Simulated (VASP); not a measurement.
# TePb (Fm-3m) in VASP: settings compared

TePb is run at these levels: BLYP+D4, PBE, r2SCAN+rVV10, PBE-based screened hybrid with 25 % exact exchange; tasks: relaxation of cell and atoms, single point.

Program: VASP 6.6.1. These are calculated values, not measurements. Logs are shortened: lines on timing, memory, paths and dates and some standing lists are left out, and cuts for length are marked.

**The experiment to reproduce.**

From a printed reference work, monograph, for a bulk crystal of TePb at 4.2 K: band gap 0.19 eV (direct).

The runs below are set against these values where they give the same quantity.

## (1) The cell of the first run

It takes space group Fm-3m (No. 225, cubic). The conventional cell has a = 6.462 Å, b = 6.462 Å, c = 6.462 Å, α = 90.00°, β = 90.00°, γ = 90.00°. Within 4.3 Å of Pb (site symmetry m-3m) lie 6 Te at 3.23 Å. Within 4.3 Å of Te (site symmetry m-3m) lie 6 Pb at 3.23 Å.

## (2) Relaxation of cell and atoms, BLYP+D4

Contents of INCAR:

```
AGGAC = 1.0 ; AGGAX = 1.0
ALDAC = 0.0 ; ALDAX = 1.0
ALGO = Normal ; EDIFF = 1E-7
EDIFFG = -0.01 ; ENCUT = 600
GGA = B5 ; IBRION = 2
ISIF = 3 ; ISMEAR = -1
IVDW = 13 ; LASPH = T
LCHARG = F ; LREAL = F
LWAVE = F ; NELM = 100
NSW = 60 ; PREC = Accurate
SIGMA = 0.05 ; VDW_A1 = 0.44488865
VDW_A2 = 4.0933009 ; VDW_S6 = 1.0
VDW_S8 = 2.34076671
```

Contents of KPOINTS:

```
k-points
0
Gamma
  7 7 7
```

Contents of POSCAR:

```
TePb
1.0
    0.0000000000      3.2310000000      3.2310000000
    3.2310000000      0.0000000000      3.2310000000
    3.2310000000      3.2310000000      0.0000000000
Pb Te
1 1
Direct
    0.0000000000      0.0000000000      0.0000000000
    0.5000000000      0.5000000000      0.5000000000
```

Potentials or basis: VASP PAW PBE potentials, release 64 (Pb_d, Te).

Command:

```bash
$ cat potpaw_PBE.64/Pb_d/POTCAR potpaw_PBE.64/Te/POTCAR > POTCAR
$ mpirun -np 1 vasp_std > vasp.out
```

OUTCAR:

```text
EDIFF = 1E-7
   EDIFFG = -0.01
   ENCUT = 600
   GGA = B5
   IBRION = 2
   ISIF = 3
   ISMEAR = -1
   IVDW = 13
   LASPH = T
   LREAL = F
   NELM = 100
   NSW = 60
   PREC = Accurate

 ion  position               nearest neighbor table
   1  0.000  0.000  0.000-   2 3.23   2 3.23   2 3.23   2 3.23   2 3.23   2 3.23
   2  0.500  0.500  0.500-   1 3.23   1 3.23   1 3.23   1 3.23   1 3.23   1 3.23

  LATTYP: Found a face centered cubic cell.
 ALAT       =     6.4620000000

  Lattice vectors:

 A1 = (   0.0000000000,   3.2310000000,   3.2310000000)
 A2 = (   3.2310000000,   0.0000000000,   3.2310000000)
 A3 = (   3.2310000000,   3.2310000000,   0.0000000000)

Analysis of symmetry for initial positions (statically):
=====================================================================
 Subroutine PRICEL returns:
 Original cell was already a primitive cell.

 Routine SETGRP: Setting up the symmetry group for a
 face centered cubic supercell.

 Subroutine GETGRP returns: Found 48 space group operations
 (whereof 48 operations were pure point group operations)
 out of a pool of 48 trial point group operations.

The static configuration has the point symmetry O_h .

Analysis of symmetry for dynamics (positions and initial velocities):
=====================================================================
 Subroutine PRICEL returns:
 Original cell was already a primitive cell.

 Routine SETGRP: Setting up the symmetry group for a
 face centered cubic supercell.

 Subroutine GETGRP returns: Found 48 space group operations
 (whereof 48 operations were pure point group operations)
 out of a pool of 48 trial point group operations.

The dynamic configuration has the point symmetry O_h .

 Subroutine INISYM returns: Found 48 space group operations
 (whereof 48 operations are pure point group operations),
 and found     1 'primitive' translations

----------------------------------------------------------------------------------------

                                     Primitive cell

  volume of cell :      67.4592

  direct lattice vectors                    reciprocal lattice vectors
     0.000000000  3.231000000  3.231000000    -0.154750851  0.154750851  0.154750851
     3.231000000  0.000000000  3.231000000     0.154750851 -0.154750851  0.154750851
     3.231000000  3.231000000  0.000000000     0.154750851  0.154750851 -0.154750851

  length of vectors
     4.569324020  4.569324020  4.569324020     0.268036337  0.268036337  0.268036337

  position of ions in fractional coordinates (direct lattice)
     0.000000000  0.000000000  0.000000000
     0.500000000  0.500000000  0.500000000

  ion indices of the primitive-cell ions
   primitive index   ion index
                 1           1
                 2           2

----------------------------------------------------------------------------------------

 KPOINTS: k-points

Automatic generation of k-mesh.
 Grid dimensions read from file:
 generate k-points for:    7    7    7

 Generating k-lattice:

  Cartesian coordinates                     Fractional coordinates (reciprocal lattice)
    -0.022107264  0.022107264  0.022107264     0.142857143  0.000000000  0.000000000
     0.022107264 -0.022107264  0.022107264     0.000000000  0.142857143  0.000000000
     0.022107264  0.022107264 -0.022107264     0.000000000  0.000000000  0.142857143

  Length of vectors
     0.038290905  0.038290905  0.038290905

  Shift w.r.t. Gamma in fractional coordinates (k-lattice)
     0.000000000  0.000000000  0.000000000

 Subroutine IBZKPT returns following result:
 ===========================================

 Found     20 irreducible k-points:

 Following reciprocal coordinates:
            Coordinates               Weight
  0.000000  0.000000  0.000000      1.000000
  0.142857  0.000000  0.000000      8.000000
  0.285714  0.000000  0.000000      8.000000
  0.428571  0.000000  0.000000      8.000000
  0.142857  0.142857  0.000000      6.000000
  0.285714  0.142857  0.000000     24.000000
[... 12 lines left out ...]
 -0.428571  0.428571  0.142857     24.000000
 -0.285714  0.428571  0.142857     24.000000
   k-points           NKPTS =     20   k-points in BZ     NKDIM =     20   number of bands    NBANDS=     14
   number of dos      NEDOS =    301   number of ions     NIONS =      2
   total plane-waves  NPLWV =  64000
   dimension x,y,z NGX =    40 NGY =   40 NGZ =   40
   dimension x,y,z NGXF=    80 NGYF=   80 NGZF=   80
   ions per type =               1   1
   NGX,Y,Z   is equivalent  to a cutoff of  14.55, 14.55, 14.55 a.u.
   NGXF,Y,Z  is equivalent  to a cutoff of  29.11, 29.11, 29.11 a.u.
 SYSTEM =  unknown system
   PREC   = accura    normal or accurate (medium, high low for compatibility)
   ISTART =      0    job   : 0-new  1-cont  2-samecut
   ICHARG =      2    charge: 1-file 2-atom 10-const
   ISPIN  =      1    spin polarized calculation?
   LNONCOLLINEAR =      F non collinear calculations
   LSORBIT =      F    spin-orbit coupling
   LASPH  =      T    aspherical Exc in radial PAW
   ENCUT  =  600.0 eV  44.10 Ry    6.64 a.u.   9.13  9.13  9.13*2*pi/ulx,y,z
   NELM   =    100;   NELMIN=  2; NELMDL= -5     # of ELM steps
   EDIFF  = 0.1E-06   stopping-criterion for ELM
   LREAL  =      F    real-space projection
   EDIFFG = -.1E-01   stopping-criterion for IOM
   NSW    =     60    number of steps for IOM
   IBRION =      2    ionic relax: 0-MD 1-quasi-New 2-CG
   NFREE  =      1    steps in history (QN), initial steepest desc. (CG)
   ISIF   =      3    stress and relaxation
   ISYM   =      2    0-nonsym 1-usesym 2-fastsym
   POTIM  = 0.5000    time-step for ionic-motion
   TEBEG  =    0.0;   TEEND  =   0.0 temperature during run
   PSTRESS=    0.0 pullay stress
   NELECT =      20.0000    total number of electrons
   NUPDOWN=      -1.0000    fix difference up-down
   EMIN   =  10.00;   EMAX   =-10.00  energy-range for DOS
   EFERMI =   0.00;   METHOD = LEGACY
   ISMEAR =    -1;   SIGMA  =   0.05  broadening in eV -4-tet -1-fermi 0-gaus
   EFERMI_NEDOS =   21; number of points for ismear=-14 and -15
   IALGO  =     38    algorithm
   IMIX   =      4    mixing-type and parameters
     AMIX     =   0.40;   BMIX     =  1.00
     AMIX_MAG =   1.60;   BMIX_MAG =  1.00
  volume/ion in A,a.u.               =      33.73       227.62
  Fermi-wavevector in a.u.,A,eV,Ry     =   1.091619  2.062861 16.213147  1.191633
  Thomas-Fermi vector in A             =   2.227868
   LORBIT       =      0    0 simple, 1 ext, 2 COOP (PROOUT), +10 PAW based schemes
   GGA     = B5    functional components
   LHFCALC =     F    Hartree Fock is set to
   AEXX    =    0.0000 exact exchange contribution
   IVDW    =    13    specifies the selected vdW correction
   LEPSILON=     F    determine dielectric tensor
   LRPA    =     F    only Hartree local field effects (RPA)
 conjugate gradient relaxation of ions
 non-spin polarized calculation
  energy-cutoff  :      600.00
  volume of cell :       67.46
 maximum number of plane-waves:      2259
 NGX is ok and might be reduce to    40
   NGX = 19   NGY = 19   NGZ = 19

--------------------------------------- Ionic step        1  -------------------------------------------

 number of electron      19.9999998 magnetization

 Free energy of the ion-electron system (eV)
  ---------------------------------------------------
  ext. energy  EPLUGINS =         0.00000000
  ---------------------------------------------------
  free energy    TOTEN  =        -6.25203201 eV

  energy without entropy =       -6.25203072  energy(sigma->0) =       -6.25203136

------------------------ aborting loop because EDIFF is reached ----------------------------------------

  DFT-D4 for vdW energy calculation

  Edisp (eV):   -1.63079

  FORCE on cell =-STRESS in cart. coord.  units (eV):
  Direction    XX          YY          ZZ          XY          YZ          ZX
  --------------------------------------------------------------------------------------
  -------------------------------------------------------------------------------------
  Total       0.72722     0.72722     0.72722    -0.00000    -0.00000     0.00000
  in kB      17.27176    17.27176    17.27176    -0.00000    -0.00000     0.00000
  external pressure =       17.27 kB  Pullay stress =        0.00 kB

 VOLUME and BASIS-vectors are now :
 -----------------------------------------------------------------------------
  energy-cutoff  :      600.00
  volume of cell :       67.46
      direct lattice vectors                 reciprocal lattice vectors
     0.000000000  3.231000000  3.231000000    -0.154750851  0.154750851  0.154750851
     3.231000000  0.000000000  3.231000000     0.154750851 -0.154750851  0.154750851
     3.231000000  3.231000000  0.000000000     0.154750851  0.154750851 -0.154750851

 POSITION                                       TOTAL-FORCE (eV/Angst)
 -----------------------------------------------------------------------------------
      0.00000      0.00000      0.00000         0.000000      0.000000      0.000000
      3.23100      3.23100      3.23100         0.000000      0.000000     -0.000000
 -----------------------------------------------------------------------------------
    total drift:                                0.000000     -0.000000     -0.000000

  FREE ENERGIE OF THE ION-ELECTRON SYSTEM (eV)
  ---------------------------------------------------
  free  energy   TOTEN  =        -7.8828188665 eV

  energy  without entropy=       -7.8828175688  energy(sigma->0) =       -7.88281822

--------------------------------------- Ionic step        2  -------------------------------------------

 number of electron      20.0000002 magnetization

 E-fermi :   5.9173     XC(G=0):  -8.4769

 val. band max:        5.3351129277   @ k =   0.4286   0.0000   0.0000
 cond. band min:       6.4772708520   @ k =   0.4286   0.0000   0.0000
 fundamental gap:      1.1421579244
 Fermi energy:         5.9173228509

 k-point     1 :       0.0000    0.0000    0.0000
  band No.  band energies     occupation
      1     -11.2383      2.00000
      2     -11.2383      2.00000
      3     -11.2284      2.00000
      4     -11.2284      2.00000
      5     -11.2284      2.00000
      6      -6.1968      2.00000
      7      -0.4244      2.00000
      8       4.2487      2.00000
      9       4.2487      2.00000
     10       4.2487      2.00000
     11       9.3449      0.00000
     12       9.3449      0.00000
     13       9.3449      0.00000
     14      11.5355      0.00000

 k-point     2 :       0.1429    0.0000    0.0000
  band No.  band energies     occupation
      1     -11.2401      2.00000
      2     -11.2401      2.00000
      3     -11.2279      2.00000
      4     -11.2262      2.00000
      5     -11.2262      2.00000
      6      -6.0361      2.00000
      7      -0.8798      2.00000
      8       4.3023      2.00000
      9       4.3023      2.00000
     10       4.4898      2.00000
[... 534 lines left out ...]
 POSITION                                       TOTAL-FORCE (eV/Angst)
 -----------------------------------------------------------------------------------
      3.33556      3.33556      0.00000         0.000000      0.000000      0.000000
      3.33556      3.33556      3.33556         0.000000      0.000000     -0.000000
 -----------------------------------------------------------------------------------
    total drift:                                0.000000     -0.000000     -0.000000

  FREE ENERGIE OF THE ION-ELECTRON SYSTEM (eV)
  ---------------------------------------------------
  free  energy   TOTEN  =        -7.9612506378 eV

  energy  without entropy=       -7.9612499788  energy(sigma->0) =       -7.96125031

--------------------------------------- Ionic step        8  -------------------------------------------

 number of electron      19.9999999 magnetization

 Free energy of the ion-electron system (eV)
  ---------------------------------------------------
  ext. energy  EPLUGINS =         0.00000000
  ---------------------------------------------------
  free energy    TOTEN  =        -6.38431695 eV

  energy without entropy =       -6.38431630  energy(sigma->0) =       -6.38431662

 E-fermi :   5.4272     XC(G=0):  -8.2942

 val. band max:        4.8188319826   @ k =   0.4286   0.0000   0.0000
 cond. band min:       6.0006372501   @ k =   0.4286   0.0000   0.0000
 fundamental gap:      1.1818052675
 Fermi energy:         5.4272444263

 k-point     1 :       0.0000    0.0000    0.0000
  band No.  band energies     occupation
      1     -11.7118      2.00000
      2     -11.7118      2.00000
      3     -11.7046      2.00000
      4     -11.7046      2.00000
      5     -11.7046      2.00000
      6      -6.4008      2.00000
      7      -1.0532      2.00000
      8       3.8740      2.00000
      9       3.8740      2.00000
     10       3.8740      2.00000
     11       8.7547      0.00000
     12       8.7547      0.00000
     13       8.7547      0.00000
     14      11.0935      0.00000

 k-point     2 :       0.1429    0.0000    0.0000
  band No.  band energies     occupation
      1     -11.7132      2.00000
      2     -11.7132      2.00000
      3     -11.7042      2.00000
      4     -11.7028      2.00000
      5     -11.7028      2.00000
      6      -6.2505      2.00000
      7      -1.4473      2.00000
      8       3.9250      2.00000
      9       3.9250      2.00000
     10       4.0714      2.00000
[... 334 lines left out ...]
 POSITION                                       TOTAL-FORCE (eV/Angst)
 -----------------------------------------------------------------------------------
      0.00000      0.00000      0.00000         0.000000     -0.000000      0.000000
      3.33577      3.33577      3.33577        -0.000000      0.000000     -0.000000
 -----------------------------------------------------------------------------------
    total drift:                                0.000000     -0.000000     -0.000000

  FREE ENERGIE OF THE ION-ELECTRON SYSTEM (eV)
  ---------------------------------------------------
  free  energy   TOTEN  =        -7.9612533512 eV

  energy  without entropy=       -7.9612526927  energy(sigma->0) =       -7.96125302

 reached required accuracy - stopping structural energy minimisation
```

Run time: 9.7 min. Hardware: 1 thread of Intel Xeon 8259CL, shared host; peak memory 0.22 GiB.

Results:

```yaml
Free_energy: -7.9613 eV
Relaxed_volume: 37.12 Å³/atom
Relaxed_cell: a = 4.717 Å, b = 4.717 Å, c = 4.717 Å, α = 60.00°, β = 60.00°, γ = 60.00°
Space_group_after_relaxing_to_0.1_Å: Fm-3m (No. 225)
Energy_gained_by_relaxing: 39.2 meV/atom
Ionic_steps: 8
Pressure_after_relaxing: 0.0 GPa
Dispersion_energy_per_atom: -0.788 eV
```

Step by step:
| step | energy change (eV) | largest force (eV/Å) | pressure (GPa) | volume (Å³) |
| --- | --- | --- | --- | --- |
| 1 | 0.0000 | 0.0000 | 1.73 | 67.46 |
| 2 | -0.0253 | 0.0000 | 1.82 | 71.07 |
| 3 | 0.0821 | 0.0000 | -3.82 | 82.68 |
| 4 | -0.0784 | 0.0000 | -0.23 | 74.33 |
| 5 | -0.0777 | 0.0000 | 0.80 | 73.95 |
| 6 | -0.0784 | 0.0000 | 0.14 | 74.19 |
| 7 | -0.0784 | 0.0000 | 0.05 | 74.22 |
| 8 | -0.0784 | 0.0000 | 0.01 | 74.24 |

Final structure:
```
Pb Te
1.0
     0.00000    3.33577    3.33577
     3.33577    0.00000    3.33577
     3.33577    3.33577    0.00000
Pb Te
1 1
Direct
  0.00000 0.00000 0.00000
  0.50000 0.50000 0.50000
```

Caveat: this odd mesh misses L, so gap, dielectric constants and Born charges aren't listed; the PAW data sets were made with another functional, which shifts forces and pressure a little; spin-orbit coupling is left out, which moves the levels of the heavy elements. Zero-point motion and thermal expansion aren't in these numbers.

## (3) Single point, PBE

Contents of INCAR:

```
SYSTEM = TePb
PREC = Accurate
ENCUT = 520
EDIFF = 1E-7
ISMEAR = -1
SIGMA = 0.05
LREAL = .False.
LASPH = .True.
NELM = 100
ALGO = Normal
ISIF = 2
LWAVE = .False.
LCHARG = .True.
GGA = PE
LELF = .True.
LVHAR = .True.
NBANDS = 17
```

Contents of KPOINTS:

```
regular mesh
0
Gamma
  13 13 13
  0 0 0
```

POSCAR is that of step 2.

Potentials or basis: VASP PAW PBE potentials, release 64 (Pb_d, Te).

Command:

```bash
$ cat potpaw_PBE.64/Pb_d/POTCAR potpaw_PBE.64/Te/POTCAR > POTCAR
$ mpirun -np 1 vasp_std > vasp.out
```

Run time: 4 min. Hardware: 1 thread of Intel Xeon 8259CL, shared host; peak memory 0.24 GiB.

Results (log left out):

* Free energy: -7.5014 eV
* Pressure: 2.1 GPa

Levels at points of the mesh, in eV from the Fermi level:
```tsv
k point	band 8	band 9	band 10	band 11	band 12	band 13
(0.00, 0.00, 0.00)	-1.74	-1.74	-1.74	3.69	3.69	3.69
```

Caveat: this odd mesh misses L, so gap, dielectric constants and Born charges aren't listed; spin-orbit coupling is left out, which moves the levels of the heavy elements.

## (4) Relaxation of cell and atoms, r2SCAN+rVV10

POSCAR is that of step 3.

Contents of INCAR.step1:

```
SYSTEM = TePb
ALGO     = Normal         ! electronic algorithm
EDIFF    = 1E-4           ! SCF threshold, eV
ENCUT    = 600            ! plane-wave cutoff, eV
GGA      = PE             ! functional
ISMEAR   = -1             ! smearing method
LASPH    = .True.         ! aspherical terms in the spheres
LCHARG   = .False.        ! write CHGCAR
LREAL    = .False.        ! projectors in reciprocal space
LWAVE    = .True.         ! write WAVECAR
NELM     = 80             ! most SCF steps
PREC     = Accurate       ! precision mode
SIGMA    = 0.05           ! smearing width, eV
```

Contents of INCAR.step2:

```
SYSTEM = TePb
ALGO     = Normal         ! electronic algorithm
BPARAM   = 11.95        
CPARAM   = 0.0093       
EDIFF    = 1E-6           ! SCF threshold, eV
EDIFFG   = -0.01          ! ionic threshold
ENCUT    = 600            ! plane-wave cutoff, eV
IBRION   = 2              ! ionic algorithm
ISIF     = 3              ! what is computed and relaxed
ISMEAR   = -1             ! smearing method
ISTART   = 1            
IVDW_NL  = 2            
LASPH    = .True.         ! aspherical terms in the spheres
LCHARG   = .False.        ! write CHGCAR
LMIXTAU  = .True.       
LREAL    = .False.        ! projectors in reciprocal space
LUSE_VDW = .True.       
LWAVE    = .False.        ! write WAVECAR
METAGGA  = R2SCAN         ! meta-GGA
NELM     = 80             ! most SCF steps
NSW      = 60             ! ionic steps
PREC     = Accurate       ! precision mode
SIGMA    = 0.05           ! smearing width, eV
```

Contents of KPOINTS:

```
k-points
0
Gamma
  7 7 7
  0 0 0
```

Command:

```bash
$ cat potpaw_PBE.64/Pb_d/POTCAR potpaw_PBE.64/Te/POTCAR > POTCAR
$ cp INCAR.step1 INCAR
$ mpirun -np 1 vasp_std > vasp.out
$ cp INCAR.step2 INCAR
$ mpirun -np 1 vasp_std > vasp.out
```

Wall time 25 min (1 thread of Intel Xeon 8259CL, shared host); peak memory 0.47 GiB.

It converged, with:

* Free energy: -82.1441 eV
* Relaxed volume: 34.31 Å³/atom
* Relaxed cell: a = 4.596 Å, b = 4.596 Å, c = 4.596 Å, α = 60.00°, β = 60.00°, γ = 60.00°
* Space group after relaxing (to 0.1 Å): Fm-3m (No. 225)
* Energy gained by relaxing: 1.4 meV/atom
* Ionic steps: 3
* Pressure after relaxing: 0.0 GPa

The path:
| step | energy change (eV) | largest force (eV/Å) | pressure (GPa) | volume (Å³) |
| --- | --- | --- | --- | --- |
| 1 | 0.0000 | 0.0000 | 0.80 | 67.46 |
| 2 | -0.0024 | 0.0000 | -0.31 | 69.12 |
| 3 | -0.0029 | 0.0000 | 0.00 | 68.63 |

Final structure:
```yaml
crystal:
  lattice:
    - [0.00000, 3.24951, 3.24951]
    - [3.24951, 0.00000, 3.24951]
    - [3.24951, 3.24951, 0.00000]
  atoms:
    - { symbol: Pb, position: [0.00000, 0.00000, 0.00000] }
    - { symbol: Te, position: [0.50000, 0.50000, 0.50000] }
```

Levels at points of the mesh, in eV from the Fermi level:
```
           k point  band 6  band 7  band 8  band 9  band 10  band 11  band 12  band 13  band 14
(0.00, 0.00, 0.00)  -12.92   -6.21   -1.97   -1.97    -1.97     3.78     3.78     3.78     5.64
```

Caveat: this odd mesh misses L, so gap, dielectric constants and Born charges aren't listed; the PAW data sets were made with another functional, which shifts forces and pressure a little; spin-orbit coupling is left out, which moves the levels of the heavy elements.

(Continued in part 2 of 2.)
